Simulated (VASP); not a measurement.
Write the native input for VASP 6.6.1 that does the following.

```yaml
Task: electric field gradients
Functional: PBEsol
Potentials_or_basis: VASP PAW PBE potentials, release 64 (Ga_d)
Cutoff: 700 eV
k_mesh: 9 × 9 × 7
Occupations: fermi-dirac, width 0.05 eV
Spin: no spin polarisation
Further_INCAR_settings: ALGO = Fast; EDIFF = 1e-07
```

The structure of Ga lies in POSCAR:

```
Ga
1.0
    2.2615000000     -3.8305000000      0.0000000000
    2.2615000000      3.8305000000      0.0000000000
    0.0000000000      0.0000000000      4.5240000000
Ga
4
Direct
    0.8451000000      0.1549000000      0.0810000000
    0.6549000000      0.3451000000      0.5810000000
    0.1549000000      0.8451000000      0.9190000000
    0.3451000000      0.6549000000      0.4190000000
```

One way to write it, as run:

INCAR

```
PREC = Accurate
ENCUT = 700
EDIFF = 1E-7
ISMEAR = -1
SIGMA = 0.05
LREAL = False
LASPH = True
NELM = 100
ALGO = Fast
ISIF = 2
LWAVE = False
LCHARG = False
GGA = PS
LEFG = True
```

KPOINTS

```
regular mesh
0
Gamma
  9 9 7
```

Potentials or basis: VASP PAW PBE potentials, release 64 (Ga_d).

Command:

```console
$ cat potpaw_PBE.64/Ga_d/POTCAR > POTCAR
$ mpirun -np 1 vasp_std > vasp.out
```

Results of the run:

* Pressure: -1.5 GPa
* Largest force: 0.119 eV/Å
* Band gap on the k mesh: none (metal or under the smearing width)

Caveat: the PAW data sets were made with another functional, which shifts forces and pressure a little.

Wall time 3.8 min on 1 thread of Intel(R) Xeon(R) 6975P-C (Granite Rapids), on a shared host, peak memory 0.43 GiB.
